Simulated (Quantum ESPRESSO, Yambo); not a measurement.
# RbCl (Fm-3m): G0W0 with Yambo, start to end, part 2 of 2

Aim: the G0W0 gap of RbCl (Fm-3m) on PBE, step by step.

Quantum ESPRESSO 7.5 and Yambo 5.3.0; PBE and many-body steps on it, plane waves. Known limits of the many-body steps: not at the basis limit; no spin-orbit coupling.

So far. Step 3 (Bands along the symmetry lines): The gap is 5.003 eV, as in the run before at this level. Step 4 (Empty states on the mesh, 4×4×4 mesh, 194 bands): On this mesh the gap is 5.003 eV.

**5. Conversion and set-up**

This step: Yambo 5.3.0; conversion and set-up on PBE, plane waves, norm-conserving pseudopotentials.

The states are converted to the many-body program's format and the q mesh is built.

Started as:

```
$ (cd o/x.save; p2y > p2y.log; mv SAVE ../..); yambo > setup.log
```

Log:

```text
 Yambo, version 5.3.0

 [02] CORE Variables Setup
 =========================

  [02.01] Unit cells
  ==================

  Cell kind             :  FCC
  Atoms in the cell     :  Rb  Cl
  number of Rb atoms    :  1
  number of Cl atoms    :  1

  List of atomic masses
  Mass of Rb    :  85.46800
  Mass of Cl    :  35.45000

  List of atomic coordinates    : [cc]
  Rb1       :  0.000000  0.000000  0.000000  order 1
  Cl1       :  6.216254  6.216254  6.216254  order 2

  Alat factors          :  6.216254  6.216254  6.216254 [a.u.]
  Direct lattice volume :  480.4147 [a.u.]
  Direct lattice vectors:  A[ 1 ]  A[ 2 ]  A[ 3 ]
   A[ 1 ]: -0.000000  1.000000  1.000000  [iru]
  -0.000000  6.216254  6.216254  [cc]
   A[ 2 ]:  1.000000 -0.000000  1.000000  [iru]
   6.216254 -0.000000  6.216254  [cc]
   A[ 3 ]:  1.000000  1.000000 -0.000000  [iru]
   6.216254  6.216254 -0.000000  [cc]

  Recip. lattice volume :  0.516325 [a.u.]
  Recip. lattice vectors:  B[ 1 ]  B[ 2 ]  B[ 3 ]
   B[ 1 ]: -0.500000  0.500000  0.500000  [iku]
  -0.505384  0.505384  0.505384  [cc]
   B[ 2 ]:  0.500000 -0.500000  0.500000  [iku]
   0.505384 -0.505384  0.505384  [cc]
   B[ 3 ]:  0.500000  0.500000 -0.500000  [iku]
   0.505384  0.505384 -0.505384  [cc]

  [02.02] Symmetries
  ==================

  Inversion symmetry    : yes
  Spatial inversion     : yes
  Inversion index       :  25
  K-space Time-reversal : no
  Magnetic symmetries   : no
  Group table correct   : yes
  Symmetries units      :  [cc]

   [S  1]:   1.0000     -0.24559E-16 -0.24559E-16 -0.24559E-16   1.0000      0.24559E-16  0.24559E-16  0.24559E-16   1.0000
   [S  2]:  -1.0000      0.24559E-16 -0.24559E-16  0.24559E-16  -1.0000      0.24559E-16 -0.24559E-16 -0.24559E-16   1.0000
   [S  3]:  -1.0000     -0.24559E-16  0.24559E-16  0.24559E-16   1.0000     -0.24559E-16 -0.24559E-16  0.24559E-16  -1.0000
[...]
[... 36 further rows ...]
   [S 47]: -0.24559E-16   1.0000      0.24559E-16  0.24559E-16 -0.24559E-16  -1.0000       1.0000      0.24559E-16 -0.24559E-16
   [S 48]: -0.24559E-16  -1.0000     -0.24559E-16  0.24559E-16  0.24559E-16   1.0000       1.0000     -0.24559E-16  0.24559E-16

  [02.03] Reciprocal space
  ========================

  nG shells         :  263
  nG charge         :  22995
  nG WFs            :   3592
  nC WFs            :  2884
  G-vecs. in first 26 shells:  [ Number ]
     1    9   15   27   51   59   65   89  113
    137   169   181   229   259   283   307   331   339
    387   411   459   531   537   561   609   645
  ...
  Shell energy in first 26 shells:  [ mHa ]
    0.00000      383.119      510.825      1021.65      1404.77      1532.48      2043.30      2426.42      2554.13
    3064.95      3448.07      4086.60      4469.72      4597.43      5108.25      5491.37      5619.08      6129.90
[...]
Grid dimensions      :   4   4   4
  K lattice UC volume  :  0.008068 [a.u.]

  IBZ K-points                                      :   8
  BZ  K-points                                      :   64

  K/Q-points units:
  rlu = crystal or reduced units; cc = cartesian coordinates; iku = interal k-units

  K [1]          [rlu]:  0.000000  0.000000  0.000000
         WF components:  2837
  K [2]          [rlu]: -0.86698E-17 -0.86698E-17  0.25000
         WF components:  2872
  K [3]          [rlu]:  0.17340E-16  0.17340E-16 -0.50000
         WF components:  2884
  K [4]          [rlu]: -0.99171E-17  0.25000      0.25000
         WF components:  2858
  K [5]          [rlu]: -0.26331E-17  0.25000     -0.50000
         WF components:  2880
  [... 2 further k-points ...]
  K [8]          [rlu]:  0.250000 -0.500000 -0.250000
         WF components:  2872

  [02.05] Energies & Occupations
  ==============================

  [X] === General ===
  [X] Electronic Temperature                        :  0.000000  0.000000 [eV K]
  [X] Bosonic    Temperature                        :  0.000000  0.000000 [eV K]
  [X] Finite Temperature mode                       : no
  [X] El. density                                   :  0.22475E+24 [cm-3]
  [X] Fermi Level                                   :  1.059426 [eV]

  [X] === Gaps and Widths ===
  [X] Conduction Band Min                           :  5.002746 [eV]
  [X] Valence Band Max                              :  0.000000 [eV]
  [X] Filled Bands                                  :   8
  [X] Empty Bands                                   :    9  194
  [X] Direct Gap                                    :  5.002746 [eV]
  [X] Direct Gap localized at k                     :  1
  [X] Indirect Gap                                  :  5.002746 [eV]
  [X] Indirect Gap between kpts                     :  1  1
  [X] Last valence band width                       :  0.337909 [eV]
  [X] 1st conduction band width                     :  2.744411 [eV]

  E @ K [1]:  [eV]
   -23.928      -11.999      -7.9719      -7.9719      -7.9719     -0.19549E-10 -0.13624E-10   0.0000
[...]
occ @ K [1]
[...]
E @ K [2]:  [eV]
[...]
occ @ K [2]
[...]
E @ K [3]:  [eV]
[...]
occ @ K [3]
[...]
E @ K [4]:  [eV]
[...]
occ @ K [4]
[...]
E @ K [5]:  [eV]
[...]
occ @ K [5]
[...]
[... 2 further k-points ...]
  E @ K [8]:  [eV]
[...]
occ @ K [8]
   2.000000  2.000000  2.000000  2.000000  2.000000  2.000000  2.000000  2.000000
   0.000000  0.000000  0.000000  0.000000  0.000000  0.000000  0.000000  0.000000

 [03] Transferred momenta grid and indexing
 ==========================================

 IBZ Q-points                                      :   8
 BZ  Q-points                                      :   64

 K/Q-points units:
 rlu = crystal or reduced units; cc = cartesian coordinates; iku = interal k-units

 Q [1]          [rlu]:  0.000000  0.000000  0.000000
 Q [2]          [rlu]: -0.83742E-17 -0.83742E-17  0.25000
 Q [3]          [rlu]:  0.16748E-16  0.16748E-16 -0.50000
[...]
Q [7]          [rlu]:  0.19834E-16 -0.50000     -0.50000
 Q [8]          [rlu]:  0.250000 -0.500000 -0.250000

  [03.01] X indexes
  =================

   [03.01.01] Sigma indexes
   ========================

 [06] Game Over & Game summary
```

It took 2.2 s on 1 MPI rank of Arm Neoverse V1, shared host; peak memory 0.25 GiB.

**6. Screening and self-energy, 4×4×4 mesh, 194 bands, screening to 176.9 eV**

Now the one-shot GW correction: screening in the RPA, then the self-energy of the levels asked for.

This step: G0W0 on PBE, plane waves, norm-conserving pseudopotentials.

File gw1.in:

```
HF_and_locXC
gw0
dyson
ppa
em1d
rim_cut
RandQpts= 1000000
RandGvec= 1 RL
EXXRLvcs= 50 Ry
VXCRLvcs= 200 Ry
Chimod= "HARTREE"
% BndsRnXp
 1 | 194 |
%
NGsBlkXp= 13 Ry
% LongDrXp
 1 | 1 | 1 |
%
% GbndRnge
 1 | 194 |
%
DysSolver= "n"
ExtendOut
PPAPntXp= 27.21138 eV
% QPkrange
 1 | 1 | 7 | 10 |
%
```

Started as:

```
$ OMP_NUM_THREADS=1 mpirun -n 4 yambo -F gw1.in -J gw1 -C gw1 > gw1.log
```

Log:

```text
 Yambo, version 5.3.0

 [02] CORE Variables Setup
 =========================

  [... cell, symmetries and grids as in the set-up ...]

  [02.05] Energies & Occupations
  ==============================

  [X] === General ===
  [X] Electronic Temperature                        :  0.000000  0.000000 [eV K]
  [X] Bosonic    Temperature                        :  0.000000  0.000000 [eV K]
  [X] Finite Temperature mode                       : no
  [X] El. density                                   :  0.22475E+24 [cm-3]
  [X] Fermi Level                                   :  1.059426 [eV]

  [X] === Gaps and Widths ===
  [X] Conduction Band Min                           :  5.002746 [eV]
  [X] Valence Band Max                              :  0.000000 [eV]
  [X] Filled Bands                                  :   8
  [X] Empty Bands                                   :    9  194
  [X] Direct Gap                                    :  5.002746 [eV]
  [X] Direct Gap localized at k                     :  1
  [X] Indirect Gap                                  :  5.002746 [eV]
  [X] Indirect Gap between kpts                     :  1  1
  [X] Last valence band width                       :  0.337909 [eV]
  [X] 1st conduction band width                     :  2.744411 [eV]

 [03] Transferred momenta grid and indexing
 ==========================================

 IBZ Q-points                                      :   8
 BZ  Q-points                                      :   64

 K/Q-points units:
 rlu = crystal or reduced units; cc = cartesian coordinates; iku = interal k-units

 Q [1]          [rlu]:  0.000000  0.000000  0.000000
 Q [2]          [rlu]: -0.83742E-17 -0.83742E-17  0.25000
 Q [3]          [rlu]:  0.16748E-16  0.16748E-16 -0.50000
 Q [4]          [rlu]: -0.99171E-17  0.25000      0.25000
 Q [5]          [rlu]: -0.11035E-16  0.25000      0.50000
 Q [6]          [rlu]:  0.16157E-16  0.25000     -0.25000
 Q [7]          [rlu]:  0.19834E-16 -0.50000     -0.50000
 Q [8]          [rlu]:  0.250000 -0.500000 -0.250000

 [04] Coloumb potential Random Integration (RIM)
 ===============================================

  [04.01] RIM initialization
  ==========================

  * Diagonal components only detected *

  8 x (sBL volume)        :  0.064541 [a.u.]
  sBZ random points       :  1000000
  Points outside the sBZ  :   7968281
  RL volume               :  0.516325 [a.u.]
  Integrated volume       :  0.518381 [a.u.]

  [04.02] RIM integrals
  =====================

  Gamma point sphere radius             :  0.072760 [a.u.]
  Points outside the sphere             :   800476
  [Int_sBZ(q=0) 1/q^2]*(Vol_sBZ)^(-1/3) =:  7.776341
                                 should be <:  7.795600

  Summary of Coulomb integrals for non-metallic bands |Q|[au] RIM/Bare

  Q [1] 0.100000E-4 0.997530 * Q [2] 0.218838 1.068930
  Q [4] 0.252692 1.066842 * Q [6] 0.357360 1.029370
  Q [5] 0.419042 1.022832 * Q [3] 0.437675 1.020347
  Q [7] 0.505384 1.017473 * Q [8] 0.565036 1.014532

 [05] Dipoles
 ============

  [05.01] Setup: observables and procedures
  =========================================

 [06] Dynamic Dielectric Matrix (PPA)
 ====================================

 [WR./gw1//ndb.pp]---------------------------------------------------------------
  Brillouin Zone Q/K grids (IBZ/BZ)                :    8   64    8   64
  RL vectors                                       :   3647 [WF]
  Coulomb cutoff potential                         : none
  Electronic Temperature                           :  0.000000 [K]
  Bosonic    Temperature                           :  0.000000 [K]
  PPA    diel. fun.  energies                      : Perdew, Burke & Ernzerhof(X)+Perdew, Burke & Ernzerhof(C)
  wavefunctions                                    : Perdew, Burke & Ernzerhof(X)+Perdew, Burke & Ernzerhof(C)
  Global Gauge                                     : length
  X matrix size                                    :   387
  X band range                                     :    1  194
  X e/h energy range                               : -1.000000 -1.000000 [eV]
  X Time ordering                                  : R
  X Hxc Kernel                                     : HARTREE
  X Drude frequency                                :  0.000000  0.000000
  X poles                                          :  100.0000 [o/o]
  RL vectors in the sum                            :   3647
  [r,Vnl] included                                 : yes
  Field direction                                  :  0.577350E-5  0.577350E-5  0.577350E-5
  BZ energy Double Grid                            : no
  BZ energy DbGd points                            : 0
  BZ Q point size factor                           : -1.000000
  X Optical Averaged directions                    : none

 [07] Local Exchange-Correlation + Non-Local Fock
 ================================================

 [VXC] Plane waves :  22995
 [EXS] Plane waves :  2891

 QP @ state[ 1 ] K range:  1  1
 QP @ state[ 1 ] b range:   7  10

 [xc] Functional : Perdew, Burke & Ernzerhof(X)+Perdew, Burke & Ernzerhof(C)
 [xc] LIBXC used to calculate xc functional
  PP Number of Atomic Species                      :  2
  NLCC RL compoments                               :  22995
  PP Number of Atomic Species                      :  2
  NLCC RL compoments                               :  22995

 [xc] E_xc :  -6.714859 [Ha]
      E_xc :  -13.42972 [Ry]

  Local XC kind (lXC) : Perdew, Burke & Ernzerhof(X)+Perdew, Burke & Ernzerhof(C)
  Non-Local XC kind (nlXC) : Hartree-Fock

  Corrections @ K [1] :  [eV]
 <7|nlXC|7> = -18.52922  0.10478E-16 <7|lXC|7> = -14.02433 -0.18882E-15
 <8|nlXC|8> = -18.52922 -0.17611E-16 <8|lXC|8> = -14.02433 -0.18882E-15
 <9|nlXC|9> = -3.027009  0.16057E-17 <9|lXC|9> = -6.590254 -0.47204E-16
 <10|nlXC|10> = -3.443919  0.22245E-17 <10|lXC|10> = -7.734219  0.000000

 [08] Dyson equation: Newton solver
 ==================================

  [08.01] G0W0 (W PPA)
  ====================

  [  GW  ] Bands range     :    1  194
  [GW/PPA] G damping       :  0.100000 [eV]

  QP @ state[ 1 ] K range:  1  1
  QP @ state[ 1 ] b range:   7  10

   Sc/G bands                                       :    1  194
   Sc/G damping                                     :  0.100000 ev
   Sc bands terminator                              : no
   Sx RL components                                 :  2891

   QP @ state[ 1 ] K range                          :  1  1
   QP @ state[ 1 ] b range                          :   7  10
   GF energies kind                                 : Perdew, Burke & Ernzerhof(X)+Perdew, Burke & Ernzerhof(C)
   GF WF`s kind                                     : Perdew, Burke & Ernzerhof(X)+Perdew, Burke & Ernzerhof(C)
   Xs energies kind                                 : Perdew, Burke & Ernzerhof(X)+Perdew, Burke & Ernzerhof(C)
   Xs WF`s kind                                     : Perdew, Burke & Ernzerhof(X)+Perdew, Burke & Ernzerhof(C)

 [11] Game Over & Game summary
```

Wall time 2.4 min (4 MPI ranks); peak memory 1.6 GiB.

Numbers from this step:

| Item | Value |
| --- | --- |
| G0W0 gap on the points computed | 7.835 eV |
| starting gap on the mesh | 5.003 eV |
| k of the valence top | 0, 0, 0 |
| k of the conduction bottom | 0, 0, 0 |
| least direct G0W0 gap on the computed points | 7.835 eV |
| Z at the valence top | 0.8087 |
| Z at the conduction bottom | 0.8810 |

The gap on the mesh goes from 5.00 eV to 7.84 eV, a correction of +2.83 eV.

Limits: finite bands, cutoff and mesh; no spin-orbit coupling. v1 is the top filled band, c1 the lowest empty one. Levels before and after the correction, in eV, zero at the valence-band top of each column:

```tsv
	conduction bottom	valence top
Kohn-Sham	5.00	0.00
G0W0	7.84	0.00
```

```tsv
	level	energy (eV)
Kohn-Sham	Γ v2-v1	0.000
Kohn-Sham	Γ c1	5.003
Kohn-Sham	Γ c2	7.987
G0W0	Γ v2-v1	0.000
G0W0	Γ c1	7.835
G0W0	Γ c2	11.422
```

**7. Where the time went**

Times are wall times on the hardware named with each run, good to a factor of about two.

```tsv
step	time	share	memory (GiB)
ground state	3.6 s	2 %	0.27
bands along the symmetry lines	4.1 s	2 %	0.24
empty states on the mesh	12 s	7 %	0.43
conversion and set-up	2.2 s	1 %	0.25
screening and self-energy	2.4 min	87 %	1.6
```

**8. Outcome**

| Item | Value |
| --- | --- |
| PBE gap | 5.00 eV, direct |
| G0W0 gap on the mesh | 7.84 eV |
| GW settings | 4×4×4 mesh, 194 bands, screening to 176.9 eV, Godby-Needs plasmon pole |
| known limits | not at the basis limit; no spin-orbit coupling |

**Reading.** G0W0 moves the gap on the mesh from 5.00 eV to 7.84 eV (+2.83 eV), with Z of 0.81 and 0.88 at the edges. Only 1 of the mesh's irreducible points was corrected, so a valley elsewhere could overtake. The dearest step here is «screening and self-energy». Bands and cutoff are finite, so the gap is not at the basis limit. The miss can reach some tenths of an eV and take either sign; the mesh is an error of its own. In the G0W0 run levels were corrected at 1 k point alone, so a gap called «on the mesh» is the least over those, and an edge elsewhere would be missed. The many-body steps are scalar-relativistic: spin-orbit coupling is not in them.

[Paths, hosts, dates, memory and timing lines, banners, echoed tables and standing remarks are left out of the program output.]

[Logs are printed without paths, hosts, clocks, repeated set-up lines and the standing remarks that a program may print on its own settings, such as how far it seeks lower states.]

[Runs of the session that timed out or met a known fault of the program may be left out.]

[Hosts, paths, dates, database ids (printed as entryN), source tags and the programs' standing remarks are cut or masked in the printed files.]
